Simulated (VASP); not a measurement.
# TiO (P-6m2) in VASP: further runs

The runs below take TiO through single point, with PBEsol, r2SCAN.

All numbers are computed with VASP 6.6.1; they aren't measurements. Logs are shortened: lines on timing, memory, paths and dates and some standing lists are left out, and cuts for length are marked.

## (1) The structure

The structure is hexagonal, space group P-6m2 (No. 187). Conventional cell: a = 2.791 Å, b = 2.791 Å, c = 2.797 Å, α = 90.00°, β = 90.00°, γ = 120.00°. Around Ti (site symmetry -6m2) lie 6 O at 2.13 Å. Around O (site symmetry -6m2) lie 6 Ti at 2.13 Å.

The cell comes from a database or a generator and needn't be the stable form of this composition.

## (2) Single point, PBEsol

The input, INCAR:

```
SYSTEM = TiO
PREC = Accurate
ENCUT = 520
EDIFF = 1E-7
ISMEAR = 0
SIGMA = 0.5
LREAL = .False.
LASPH = .True.
NELM = 100
ALGO = Fast
ISIF = 2
LWAVE = .False.
LCHARG = .False.
GGA = PS
```

The input, KPOINTS:

```
Automatic mesh
0
Gamma
  18 18 14
  0 0 0
```

The input, POSCAR:

```
TiO
1.0
    2.7906300000      0.0000000000      0.0000000000
   -1.3953200000      2.4167600000      0.0000000000
    0.0000000000      0.0000000000      2.7969100000
Ti O
1 1
Direct
    0.6666700000      0.3333300000      0.0000000000
    0.0000000000      0.0000000000      0.5000000000
```

Potentials or basis: VASP PAW PBE potentials, release 64 (Ti_sv, O).

The run is started by

```bash
$ cat potpaw_PBE.64/Ti_sv/POTCAR potpaw_PBE.64/O/POTCAR > POTCAR
$ mpirun -np 1 vasp_std > vasp.out
```

OUTCAR:

```text
SYSTEM = TiO
   PREC = Accurate
   ENCUT = 520
   EDIFF = 1E-7
   ISMEAR = 0
   LREAL = .False.
   LASPH = .True.
   NELM = 100
   ISIF = 2
   GGA = PS

 ion  position               nearest neighbor table
   1  0.667  0.333  0.000-   2 2.13   2 2.13   2 2.13   2 2.13   2 2.13   2 2.13
   2  0.000  0.000  0.500-   1 2.13   1 2.13   1 2.13   1 2.13   1 2.13   1 2.13

  LATTYP: Found a hexagonal cell.
 ALAT       =     2.7906300000
 C/A-ratio  =     1.0022503879

  Lattice vectors:

 A1 = (   2.7906300000,   0.0000000000,   0.0000000000)
 A2 = (  -1.3953200000,   2.4167600000,   0.0000000000)
 A3 = (   0.0000000000,   0.0000000000,   2.7969100000)

Analysis of symmetry for initial positions (statically):
=====================================================================
 Subroutine PRICEL returns:
 Original cell was already a primitive cell.

 Routine SETGRP: Setting up the symmetry group for a
 hexagonal supercell.

 Subroutine GETGRP returns: Found  4 space group operations
 (whereof  4 operations were pure point group operations)
 out of a pool of 24 trial point group operations.

The static configuration has the point symmetry C_2v.

Analysis of symmetry for dynamics (positions and initial velocities):
=====================================================================
 Subroutine PRICEL returns:
 Original cell was already a primitive cell.

 Routine SETGRP: Setting up the symmetry group for a
 hexagonal supercell.

 Subroutine GETGRP returns: Found  4 space group operations
 (whereof  4 operations were pure point group operations)
 out of a pool of 24 trial point group operations.

The dynamic configuration has the point symmetry C_2v.

 Subroutine INISYM returns: Found  4 space group operations
 (whereof  4 operations are pure point group operations),
 and found     1 'primitive' translations

----------------------------------------------------------------------------------------

                                     Primitive cell

  volume of cell :      18.8632

  direct lattice vectors                    reciprocal lattice vectors
     2.790630000  0.000000000  0.000000000     0.358342023  0.206889303  0.000000000
    -1.395320000  2.416760000  0.000000000     0.000000000  0.413777123  0.000000000
     0.000000000  0.000000000  2.796910000     0.000000000  0.000000000  0.357537425

  length of vectors
     2.790630000  2.790635555  2.796910000     0.413777947  0.413777123  0.357537425

  position of ions in fractional coordinates (direct lattice)
     0.666670000  0.333330000  0.000000000
[... 91 lines left out ...]
   EMIN   =  10.00;   EMAX   =-10.00  energy-range for DOS
   EFERMI =   0.00;   METHOD = LEGACY
   ISMEAR =     0;   SIGMA  =   0.50  broadening in eV -4-tet -1-fermi 0-gaus
   EFERMI_NEDOS =   21; number of points for ismear=-14 and -15
   IALGO  =     68    algorithm
   IMIX   =      4    mixing-type and parameters
     AMIX     =   0.40;   BMIX     =  1.00
     AMIX_MAG =   1.60;   BMIX_MAG =  1.00
  volume/ion in A,a.u.               =       9.43        63.65
  Fermi-wavevector in a.u.,A,eV,Ry     =   1.611737  3.045742 35.343813  2.597697
  Thomas-Fermi vector in A             =   2.707080
   LORBIT       =      0    0 simple, 1 ext, 2 COOP (PROOUT), +10 PAW based schemes
   GGA     = PS    functional components
   LHFCALC =     F    Hartree Fock is set to
   AEXX    =    0.0000 exact exchange contribution
   IVDW    =     0    specifies the selected vdW correction
   LEPSILON=     F    determine dielectric tensor
   LRPA    =     F    only Hartree local field effects (RPA)
 non-spin polarized calculation
 RMM-DIIS sequential band-by-band and
 Gauss-broadening in eV      SIGMA  =   0.50
  energy-cutoff  :      520.00
  volume of cell :       18.86
 maximum number of plane-waves:       527
 NGX is ok and might be reduce to    24
   NGX = 11   NGY = 11   NGZ = 11

 number of electron      17.9999999 magnetization

 Free energy of the ion-electron system (eV)
  ---------------------------------------------------
  ext. energy  EPLUGINS =         0.00000000
  ---------------------------------------------------
  free energy    TOTEN  =       -18.66255875 eV

  energy without entropy =      -18.62561172  energy(sigma->0) =      -18.64408524

 E-fermi :  11.5760     XC(G=0): -13.2413

 val. band max:       11.4205828053   @ k =  -0.0556   0.0556   0.5000
 cond. band min:      11.6031477447   @ k =   0.0000   0.0000   0.5000
 fundamental gap:      0.1825649394
 Fermi energy:        11.5760461682

 k-point     1 :       0.0000    0.0000    0.0000
  band No.  band energies     occupation
      1     -45.9028      2.00000
      2     -22.1713      2.00000
      3     -21.7871      2.00000
      4     -21.7870      2.00000
      5     -10.4189      2.00000
      6       5.8280      2.00000
      7       5.8280      2.00000
      8       6.0937      2.00000
      9       8.5409      2.00000
     10      13.3216      0.00000
     11      13.3294      0.00000
     12      13.3294      0.00000
     13      13.7687      0.00000
[... 354 lines left out ...]
  band No.  band energies     occupation
      1     -45.8732      2.00000
      2     -22.1451      2.00000
      3     -21.9843      2.00000
      4     -21.8289      2.00000
      5     -10.1471      2.00000
      6       4.9195      2.00000
      7       5.8363      2.00000
      8       5.8929      2.00000
      9       8.9479      2.00000
     10      12.8869      0.00021
     11      13.5143      0.00000
     12      13.6447      0.00000
     13      14.4858      0.00000

 [... further k-points ...]

------------------------ aborting loop because EDIFF is reached ----------------------------------------

  FORCE on cell =-STRESS in cart. coord.  units (eV):
  Direction    XX          YY          ZZ          XY          YZ          ZX
  --------------------------------------------------------------------------------------
  -------------------------------------------------------------------------------------
  Total       -0.0725453     -0.0713361     -0.0359421      0.0010474      0.0000000      0.0000000
  in kB       -6.1617673     -6.0590695     -3.0528103      0.0889665      0.0000000      0.0000000
  external PRESSURE =      -5.0912157 kB  Pullay stress =       0.0000000 kB

 VOLUME and BASIS-vectors are now :
 -----------------------------------------------------------------------------
  energy-cutoff  :      520.00
  volume of cell :       18.86
      direct lattice vectors                 reciprocal lattice vectors
     2.790630000  0.000000000  0.000000000     0.358342023  0.206889303  0.000000000
    -1.395320000  2.416760000  0.000000000     0.000000000  0.413777123  0.000000000
     0.000000000  0.000000000  2.796910000     0.000000000  0.000000000  0.357537425

 POSITION                                       TOTAL-FORCE (eV/Angst)
 -----------------------------------------------------------------------------------
      1.39533      0.80558      0.00000        -0.000067      0.000038      0.000000
      0.00000      0.00000      1.39846         0.000067     -0.000038      0.000000
 -----------------------------------------------------------------------------------
    total drift:                                0.000019     -0.000064      0.000000

  FREE ENERGIE OF THE ION-ELECTRON SYSTEM (eV)
  ---------------------------------------------------
  free  energy   TOTEN  =       -18.6625587507 eV

  energy  without entropy=      -18.6256117222  energy(sigma->0) =      -18.64408524
```

OSZICAR:

```text
N       E                     dE             d eps       ncg     rms          rms(c)
DAV:   1     0.170896235618E+03    0.17090E+03   -0.10171E+04 18941   0.177E+03
DAV:   2    -0.587732550144E+01   -0.17677E+03   -0.17080E+03 20757   0.436E+02
DAV:   3    -0.208511950079E+02   -0.14974E+02   -0.14870E+02 30431   0.125E+02
[... 39 lines left out ...]
RMM:  43    -0.186625581434E+02    0.96181E-07   -0.21230E-06 23443   0.864E-03    0.224E-02
RMM:  44    -0.186625581833E+02   -0.39870E-07   -0.17931E-06 21176   0.614E-03    0.240E-02
RMM:  45    -0.186625585105E+02   -0.32722E-06   -0.13573E-06 20651   0.582E-03    0.256E-02
RMM:  46    -0.186625586806E+02   -0.17017E-06   -0.12885E-06 19182   0.445E-03    0.263E-02
RMM:  47    -0.186625587507E+02   -0.70029E-07   -0.89281E-07 16318   0.290E-03
   1 F= -.18662559E+02 E0= -.18644085E+02  d E =-.369470E-01
```

Run time: 3.7 min. Hardware: 1 thread of Intel Xeon 6975P-C (Granite Rapids), shared host; peak memory 0.31 GiB.

The run converged, but a check on its numbers failed (symmetry, net force, bounds or a known fault of this set-up), so they aren't taken as properties of the crystal.

Caveat: the PAW data sets were made with another functional, which shifts forces and pressure a little; semilocal functionals often make such compounds metallic where correlation or magnetic order opens a gap, which also shifts bond lengths.

## (3) Single point, PBEsol

Edit INCAR of step 2 so:

```diff
@@ -2,6 +2,6 @@
 PREC = Accurate
-ENCUT = 520
+ENCUT = 900
 EDIFF = 1E-7
 ISMEAR = 0
-SIGMA = 0.5
+SIGMA = 0.1
 LREAL = .False.
```

KPOINTS is that of step 2.

POSCAR is that of step 2.

Potentials or basis: VASP PAW PBE potentials, release 64 (Ti_sv, O_h).

The run is started by

```bash
$ cat potpaw_PBE.64/Ti_sv/POTCAR potpaw_PBE.64/O_h/POTCAR > POTCAR
$ mpirun -np 1 vasp_std > vasp.out
```

Run time: 8.1 min. Hardware: 1 thread of Intel Xeon 6975P-C (Granite Rapids), shared host; peak memory 0.54 GiB.

Results (log left out):

```
Free energy            : -18.7808 eV
Pressure               : -0.3 GPa
Band gap on the k mesh : none (metal or under the smearing width)
```

Levels at points of the mesh, in eV from the Fermi level:
| k point | band 7 | band 8 | band 9 | band 10 | band 11 | band 12 |
| --- | --- | --- | --- | --- | --- | --- |
| (0.00, 0.00, 0.00) | -5.78 | -5.51 | -3.06 | 1.72 | 1.73 | 1.73 |
| (0.50, 0.00, 0.00) | -6.64 | -5.49 | -2.57 | 1.66 | 2.05 | 2.85 |
| (0.50, 0.50, 0.00) | -6.64 | -5.49 | -2.57 | 1.66 | 2.05 | 2.85 |
| (0.00, 0.00, 0.50) | -5.41 | -5.41 | 0.00 | 0.00 | 0.85 | 1.94 |
| (0.50, 0.00, 0.50) | -8.07 | -6.78 | -0.75 | 1.84 | 3.03 | 3.14 |
| (0.50, 0.50, 0.50) | -8.07 | -6.78 | -0.75 | 1.84 | 3.03 | 3.14 |

Caveat: the cutoff is under 1.25 times the usual one of these potentials, so pressure, stress and relaxed cells hold a basis-set (Pulay) error; the PAW data sets were made with another functional, which shifts forces and pressure a little; semilocal functionals often make such compounds metallic where correlation or magnetic order opens a gap, which also shifts bond lengths.

## (4) Single point, r2SCAN

The input, INCAR:

```
SYSTEM = TiO
PREC = Accurate
ENCUT = 520
EDIFF = 1E-7
ISMEAR = 0
SIGMA = 0.1
LREAL = .False.
LASPH = .True.
NELM = 100
ALGO = Normal
ISIF = 2
LWAVE = .False.
LCHARG = .False.
METAGGA = R2SCAN
LMIXTAU = .True.
```

KPOINTS is that of step 3.

POSCAR is that of step 3.

Potentials or basis: VASP PAW PBE potentials, release 64 (Ti_sv, O).

The run is started by

```bash
$ cat potpaw_PBE.64/Ti_sv/POTCAR potpaw_PBE.64/O/POTCAR > POTCAR
$ mpirun -np 1 vasp_std > vasp.out
```

Run time: 4.4 min. Hardware: 1 thread of Intel Xeon 6975P-C (Granite Rapids), shared host; peak memory 0.31 GiB.

It converged, with:

| Quantity | Value |
| --- | --- |
| Free energy | -24.3676 eV |
| Pressure | 6.5 GPa |
| Band gap on the k mesh | none (metal or under the smearing width) |

Stress tensor (GPa, compression positive):
```
5.62 0.00 0.00
0.00 5.62 0.00
0.00 0.00 8.21
```

Levels at points of the mesh, in eV from the Fermi level:
| k point | band 5 | band 6 | band 7 | band 8 | band 9 | band 10 | band 11 | band 12 | band 13 |
| --- | --- | --- | --- | --- | --- | --- | --- | --- | --- |
| (0.00, 0.00, 0.00) | -23.46 | -6.18 | -6.18 | -5.92 | -3.21 | 1.75 | 1.75 | 2.05 | 2.40 |
| (0.50, 0.00, 0.00) | -22.12 | -9.57 | -7.03 | -5.91 | -2.68 | 1.89 | 2.04 | 3.09 | 3.10 |
| (0.50, 0.50, 0.00) | -22.12 | -9.57 | -7.03 | -5.91 | -2.68 | 1.89 | 2.04 | 3.09 | 3.10 |
| (0.00, 0.00, 0.50) | -22.13 | -9.90 | -5.80 | -5.80 | 0.00 | 0.00 | 0.66 | 2.18 | 2.18 |
| (0.50, 0.00, 0.50) | -22.29 | -8.57 | -8.45 | -7.16 | -0.95 | 2.08 | 3.06 | 3.07 | 3.91 |
| (0.50, 0.50, 0.50) | -22.29 | -8.57 | -8.45 | -7.16 | -0.95 | 2.08 | 3.06 | 3.07 | 3.91 |

Caveat: the PAW data sets were made with another functional, which shifts forces and pressure a little; semilocal functionals often make such compounds metallic where correlation or magnetic order opens a gap, which also shifts bond lengths.
